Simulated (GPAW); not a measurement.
**InAs: single point with PBE**

**Experimental background.**

A printed reference work, data compilation reports, for a bulk crystal of InAs at 4.2 K: band gap 0.418 eV (direct).

The system is InAs.

```xyz
2
Lattice="0.0000 3.0180 3.0180 3.0180 0.0000 3.0180 3.0180 3.0180 0.0000" Properties=species:S:1:pos:R:3 pbc="T T T"
In    0.0000    0.0000    0.0000
As    4.5270    4.5270    4.5270
```

```json
{
 "Program": "GPAW 26.7.0",
 "Task": "single point",
 "Functional": "PBE",
 "Potentials or basis": "GPAW PAW data sets (gpaw-data 1.2.1)",
 "Cutoff": "500 eV",
 "Basis": "pw",
 "k mesh": "6 × 6 × 6",
 "Occupations": "fermi-dirac, width 0.05 eV",
 "Spin": "no spin polarisation",
 "Maxiter": "80"
}
```

* Pressure: 3.7 GPa
* Band gap on the k mesh: none (metal or under the smearing width)

Levels at points of the mesh, in eV from the Fermi level:
```csv
k point,band 6,band 7,band 8,band 9,band 10,band 11,band 12,band 13
"(0.00, 0.00, 0.00)",-11.93,-0.20,-0.04,-0.04,-0.04,3.85,3.85,3.85
"(0.50, 0.50, 0.00)",-9.89,-5.90,-2.39,-2.39,1.50,2.03,9.19,9.27
"(0.50, 0.50, 0.50)",-10.44,-5.83,-1.04,-1.04,0.93,4.64,4.64,6.84
```

Run time: 7.9 s on 1 thread of Arm Neoverse V2 (shared host), peak memory 0.15 GiB.

Against the measured gap of InAs, 0.418 eV (direct; 4.2 K; a printed reference work, data compilation), the calculated 0.00 eV is off by -0.42 eV. Spin-orbit coupling on As, In is left out. The value is that of PBE on a finite k mesh, which can miss the band edges, without temperature or zero-point motion. Semilocal functionals fall short of measured gaps as a rule.

Caveat: the cutoff is short for stress and forces, so pressures can be off by a GPa or more; this crystal is a semiconductor, whose small gap the functional closes, so the metal is an error of the method.
